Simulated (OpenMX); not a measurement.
# Sb (Im-3m) in OpenMX: equation of state, part 2 of 2

OpenMX 3.8.5. The steps go on from the part before.

## (3) Single point, PBE, 26.74 Å³/atom (volume scaled by 1.02)

The input, Sb.dat:

```
System.CurrrentDirectory             ./
System.Name                          Sb
DATA.PATH                            ./DFT_DATA13
level.of.stdout                      1
level.of.fileout                     0
Species.Number                       1
<Definition.of.Atomic.Species
  Sb  Sb7.0-s3p2d2           Sb_PBE13
Definition.of.Atomic.Species>

Atoms.Number                         1
Atoms.SpeciesAndCoordinates.Unit     FRAC
<Atoms.SpeciesAndCoordinates
    1  Sb    0.0000000000    0.0000000000    0.0000000000   7.500  7.500
Atoms.SpeciesAndCoordinates>

Atoms.UnitVectors.Unit               Ang
<Atoms.UnitVectors
    -1.8837342335    1.8837342335    1.8837342335
     1.8837342335   -1.8837342335    1.8837342335
     1.8837342335    1.8837342335   -1.8837342335
Atoms.UnitVectors>

scf.XcType                           GGA-PBE
scf.SpinPolarization                 off
scf.ElectronicTemperature            580.226
scf.maxIter                          100
scf.EigenvalueSolver                 band
scf.Kgrid                            11 11 11
scf.Mixing.Type                      rmm-diisk
scf.Init.Mixing.Weight               0.05
scf.Min.Mixing.Weight                0.001
scf.Max.Mixing.Weight                0.3
scf.Mixing.History                   25
scf.Mixing.StartPulay                8
scf.criterion                        1.0e-8
MD.Type                              nomd
scf.Ngrid                            36 36 36
scf.energycutoff                     500.0
```

Potentials or basis: OpenMX 2013 PBE set, Sb7.0-s3p2d2, fixed grid of 36 × 36 × 36 points.

Command:

```sh
openmx Sb.dat -nt 1 > Sb.std
```

Wall time 30 s (1 thread of Arm Neoverse V1, shared host); peak memory 0.5 GiB.

It converged, with:

| Item | Value |
| --- | --- |
| Free energy | -2357.9503 eV |
| Band gap on the k mesh | none (metal or under the smearing width) |

Caveat: the basis has few d functions beyond the semicore shells, which can make volumes several per cent too large; the basis of atomic orbitals isn't converged, which shifts pressures, moduli and gaps.

## (4) Single point, PBE, 25.16 Å³/atom (volume scaled by 0.96)

Edit Sb.dat of step 3 so:

```diff
@@ -18,5 +18,5 @@
 <Atoms.UnitVectors
-    -1.8837342335    1.8837342335    1.8837342335
-     1.8837342335   -1.8837342335    1.8837342335
-     1.8837342335    1.8837342335   -1.8837342335
+    -1.8460493956    1.8460493956    1.8460493956
+     1.8460493956   -1.8460493956    1.8460493956
+     1.8460493956    1.8460493956   -1.8460493956
 Atoms.UnitVectors>
```

Command:

```sh
openmx Sb.dat -nt 1 > Sb.std
```

It took 35 s on 1 thread of Arm Neoverse V1, shared host; peak memory 0.52 GiB.

It converged, with:

| Quantity | Value |
| --- | --- |
| Free energy | -2357.9039 eV |
| Band gap on the k mesh | none (metal or under the smearing width) |

Caveat: the basis has few d functions beyond the semicore shells, which can make volumes several per cent too large; the basis of atomic orbitals isn't converged, which shifts pressures, moduli and gaps.

## (5) Single point, PBE, 27.26 Å³/atom (volume scaled by 1.04)

Edit Sb.dat of step 4 so:

```diff
@@ -18,5 +18,5 @@
 <Atoms.UnitVectors
-    -1.8460493956    1.8460493956    1.8460493956
-     1.8460493956   -1.8460493956    1.8460493956
-     1.8460493956    1.8460493956   -1.8460493956
+    -1.8959666167    1.8959666167    1.8959666167
+     1.8959666167   -1.8959666167    1.8959666167
+     1.8959666167    1.8959666167   -1.8959666167
 Atoms.UnitVectors>
```

Command:

```sh
openmx Sb.dat -nt 1 > Sb.std
```

Wall time 30 s (1 thread of Arm Neoverse V1, shared host); peak memory 0.49 GiB.

Results (log left out):

```
Free energy            : -2357.9563 eV
Band gap on the k mesh : none (metal or under the smearing width)
```

Caveat: the basis has few d functions beyond the semicore shells, which can make volumes several per cent too large; the basis of atomic orbitals isn't converged, which shifts pressures, moduli and gaps.

## (6) Single point, PBE, 24.64 Å³/atom (volume scaled by 0.94)

Edit Sb.dat of step 5 so:

```diff
@@ -18,5 +18,5 @@
 <Atoms.UnitVectors
-    -1.8959666167    1.8959666167    1.8959666167
-     1.8959666167   -1.8959666167    1.8959666167
-     1.8959666167    1.8959666167   -1.8959666167
+    -1.8331395369    1.8331395369    1.8331395369
+     1.8331395369   -1.8331395369    1.8331395369
+     1.8331395369    1.8331395369   -1.8331395369
 Atoms.UnitVectors>
```

Potentials or basis: OpenMX 2013 PBE set, Sb7.0-s3p2d2, fixed grid of 36 × 36 × 36 points.

Command:

```sh
openmx Sb.dat -nt 1 > Sb.std
```

Sb.out:

```text
Required cutoff energy (Ryd) for 3D-grids = 532.9495
      Used cutoff energy (Ryd) for 3D-grids = 532.9495, 532.9495, 532.9495
  Num. of grids of a-, b-, and c-axes = 36, 36, 36

  Num.Grid1.    36
  Num.Grid2.    36
  Num.Grid3.    36

  Cell_Volume =    166.281169978002 (Bohr^3)
  GridVol     =      0.003563982553 (Bohr^3)
  Cell vectors (bohr) of the grid cell (gtv)
    gtv_a = -0.096225872877,  0.096225872877,  0.096225872877
    gtv_b =  0.096225872877, -0.096225872877,  0.096225872877
    gtv_c =  0.096225872877,  0.096225872877, -0.096225872877
    |gtv_a| =  0.166668100826
    |gtv_b| =  0.166668100826
    |gtv_c| =  0.166668100826

***********************************************************

***********************************************************
                  SCF history at MD= 1
***********************************************************

   SCF=   1  NormRD=  1.000000000000  Uele= -13.655908074875
   SCF=   2  NormRD=  0.178953738801  Uele= -13.668738247386
   SCF=   3  NormRD=  0.168241278189  Uele= -13.680267119840
   SCF=   4  NormRD=  0.110434257684  Uele= -13.742776584882
   SCF=   5  NormRD=  0.073618517041  Uele= -13.781279338887
   SCF=   6  NormRD=  0.049770364730  Uele= -13.805063368075
   SCF=   7  NormRD=  0.034056427186  Uele= -13.819799644166
[... 137 lines left out ...]
  Decomposed Mulliken populations

    1   Sb          Up spin      Down spin     Sum           Diff
            multiple
  s           0    0.903860364  0.903860364   1.807720728   0.000000000
   sum over m      0.903860364  0.903860364   1.807720728   0.000000000
  s           1    0.054853692  0.054853692   0.109707384   0.000000000
   sum over m      0.054853692  0.054853692   0.109707384   0.000000000
  s           2    0.000240292  0.000240292   0.000480584   0.000000000
   sum over m      0.000240292  0.000240292   0.000480584   0.000000000
   sum over m+mul  0.958954348  0.958954348   1.917908696   0.000000000
  px          0    0.402829377  0.402829377   0.805658754   0.000000000
  py          0    0.402829434  0.402829434   0.805658867   0.000000000
  pz          0    0.402829397  0.402829397   0.805658795   0.000000000
   sum over m      1.208488208  1.208488208   2.416976417   0.000000000
  px          1   -0.008408475 -0.008408475  -0.016816951   0.000000000
  py          1   -0.008408463 -0.008408463  -0.016816925   0.000000000
  pz          1   -0.008408475 -0.008408475  -0.016816950   0.000000000
   sum over m     -0.025225413 -0.025225413  -0.050450827   0.000000000
   sum over m+mul  1.183262795  1.183262795   2.366525590   0.000000000
  d3z^2-r^2   0    1.000208706  1.000208706   2.000417413   0.000000000
  dx^2-y^2    0    1.000208716  1.000208716   2.000417431   0.000000000
  dxy         0    0.999691490  0.999691490   1.999382981   0.000000000
  dxz         0    0.999691490  0.999691490   1.999382981   0.000000000
  dyz         0    0.999691491  0.999691491   1.999382981   0.000000000
   sum over m      4.999491893  4.999491893   9.998983786   0.000000000
  d3z^2-r^2   1    0.054909651  0.054909651   0.109819303   0.000000000
  dx^2-y^2    1    0.054909608  0.054909608   0.109819216   0.000000000
  dxy         1    0.082823930  0.082823930   0.165647860   0.000000000
  dxz         1    0.082823816  0.082823816   0.165647631   0.000000000
  dyz         1    0.082823959  0.082823959   0.165647918   0.000000000
   sum over m      0.358290964  0.358290964   0.716581928   0.000000000
   sum over m+mul  5.357782857  5.357782857  10.715565714   0.000000000

***********************************************************
       xyz-coordinates (Ang) and forces (Hartree/Bohr)
***********************************************************

<coordinates.forces
  1
    1    Sb     0.00000   0.00000   0.00000   0.000000000000  0.000000000000 -0.000000000000
coordinates.forces>

***********************************************************
       Fractional coordinates of the final structure
***********************************************************

     1     Sb     0.00000000000000   0.00000000000000   0.00000000000000
```

It took 34 s on 1 thread of Arm Neoverse V1, shared host; peak memory 0.53 GiB.

Results:

* Free energy: -2357.8766 eV
* Band gap on the k mesh: none (metal or under the smearing width)

Caveat: the basis has few d functions beyond the semicore shells, which can make volumes several per cent too large; the basis of atomic orbitals isn't converged, which shifts pressures, moduli and gaps.

## (7) Single point, PBE, 27.79 Å³/atom (volume scaled by 1.06)

Edit Sb.dat of step 6 so:

```diff
@@ -18,5 +18,5 @@
 <Atoms.UnitVectors
-    -1.8331395369    1.8331395369    1.8331395369
-     1.8331395369   -1.8331395369    1.8331395369
-     1.8331395369    1.8331395369   -1.8331395369
+    -1.9080431628    1.9080431628    1.9080431628
+     1.9080431628   -1.9080431628    1.9080431628
+     1.9080431628    1.9080431628   -1.9080431628
 Atoms.UnitVectors>
```

Command:

```sh
openmx Sb.dat -nt 1 > Sb.std
```

Wall time 29 s (1 thread of Arm Neoverse V1, shared host); peak memory 0.48 GiB.

Results (log left out):

| Item | Value |
| --- | --- |
| Free energy | -2357.9582 eV |
| Band gap on the k mesh | none (metal or under the smearing width) |

Caveat: the basis has few d functions beyond the semicore shells, which can make volumes several per cent too large; the basis of atomic orbitals isn't converged, which shifts pressures, moduli and gaps.

## (8) Equation of state, PBE

Potentials or basis: OpenMX 2013 PBE set, Sb7.0-s3p2d2, fixed grid of 36 × 36 × 36 points.

No new run: the results of the series are fitted here.

Results:

* Equilibrium volume: 27.83 Å³/atom (rough: see the caveat)
* Bulk modulus: 55 GPa (rough)

Energy against volume, from the lowest point:
| volume (Å³/atom) | energy (meV/atom) |
| --- | --- |
| 24.640 | 81.61 |
| 25.165 | 54.35 |
| 25.689 | 33.46 |
| 26.213 | 18.33 |
| 26.737 | 7.96 |
| 27.262 | 1.96 |
| 27.786 | 0.00 |

Caveat: the basis has few d functions beyond the semicore shells, which can make volumes several per cent too large; the minimum lies outside the volumes run; volumes in these bases differ from converged ones by about 1 %, for some elements by several; the basis of atomic orbitals isn't converged, which shifts pressures, moduli and gaps. The run has no spin-orbit coupling, so splittings on Sb are missing.
